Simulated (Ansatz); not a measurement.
Wires are cut from relaxed bulk Ta (Im-3m, 18.28 Å³/atom, gap on the mesh 0.00 eV); atoms and period are relaxed, and energies count from that bulk.

Method: DFT PBE, scalar-relativistic, plane waves, PAW in Ansatz.

Cutoff 420 eV, Gaussian smearing of 0.05 eV, energies at zero smearing, symmetry of each start kept, no spin polarisation.

| start | atoms | k mesh | excess energy (eV per host atom) | line energy (eV/Å) | period (Å) | gap on the mesh (eV) |
| --- | --- | --- | --- | --- | --- | --- |
| [001] wire, 5 host atoms a period | 5 | 1×1×16 | 2.492 | 3.986 | 3.126 | 0 |
| [001] wire, 6 host atoms a period | 6 | 1×1×16 | 1.681 | 3.279 | 3.077 | 0 |

Spin-orbit coupling is left out, which matters for the bands of heavy elements.

Each run keeps its start's symmetry and one magnetic start, so lower states can exist.

Cost: 2 runs of about 6.2 core-minutes in all, on Arm Neoverse V1 (shared hosts).